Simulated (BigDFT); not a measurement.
Runs of BigDFT 1.9.6 on SH2. The cell holds a molecule in a box, 3 atoms: a = 11.000 Å, b = 11.000 Å, c = 10.000 Å, α = 90.00°, β = 90.00°, γ = 90.00°. 

```tsv
solvent permittivity	largest force (eV/Å)
46.8	0.33
2.27	0.31
4.71	0.31
8.93	0.31
24.9	(a)
-	0.33
78.36	0.34
```

Alike in all rows: task single point; level PBE; potentials or basis GTH-PBE (H q1, S q6); no spin polarisation; cell as given; smearing fixed; grid spacing 0.28 bohr.

Question: Fill in the values left out.

Answer: (a) 0.32.

Caveats: boundaries are free: the box only frames the coordinates; the molecule sits in an implicit solvent (some runs).
